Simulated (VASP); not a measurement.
Here is a VASP 6.6.1 calculation.

File INCAR:

```
SYSTEM = SrO
PREC     = Accurate       ! precision mode
ENCUT    = 520            ! plane-wave cutoff, eV
EDIFF    = 1E-6           ! SCF threshold, eV
ISMEAR   = 0              ! smearing method
SIGMA    = 0.05           ! smearing width, eV
LREAL    = .FALSE.        ! projectors in reciprocal space
LASPH    = .TRUE.         ! aspherical terms in the spheres
NELM     = 100            ! most SCF steps
ALGO     = Fast           ! electronic algorithm
ISIF     = 2              ! what is computed and relaxed
LWAVE    = .FALSE.        ! write WAVECAR
LCHARG   = .TRUE.         ! write CHGCAR
GGA      = PS             ! functional
LELF     = .TRUE.         ! ELF
LVHAR    = .TRUE.       
NBANDS   = 24             ! bands
```

File KPOINTS:

```
regular mesh
0
G
  9 9 4
  0 0 0
```

The input POSCAR:

```
SrO
1.0
    3.5532880902      0.0000000000      0.0000000000
   -1.7766440451      3.0772377531      0.0000000000
    0.0000000000      0.0000000000      6.2173039800
Sr O
2 2
Direct
    0.2602158110      0.5204316221      0.2500000000
    0.6666666667      0.3333333333      0.7500000000
    0.0000000000      0.0000000000      0.0000000000
    0.0000000000      0.0000000000      0.5000000000
```

Potentials or basis: VASP PAW PBE potentials, release 64 (Sr_sv, O).

Command:

```sh
$ cat potpaw_PBE.64/Sr_sv/POTCAR potpaw_PBE.64/O/POTCAR > POTCAR
$ mpirun -np 1 vasp_std > vasp.out
```

**Question.** Predict the largest force.

**Answer.** 2.440 eV/Å.

**Question.** Estimate the pressure.

**Answer.** 2.6 GPa.

**Question.** Estimate the band gap on the k mesh.

**Answer.** 2.79 eV, indirect (least direct gap 2.86 eV).

Stress tensor (GPa, compression positive):
```
0.47 0.00 0.00
0.00 2.98 0.00
0.00 0.00 4.40
```

Caveat: the PAW data sets were made with another functional, which shifts forces and pressure a little; an odd mesh through Γ misses points on the zone boundary, where band edges often lie.
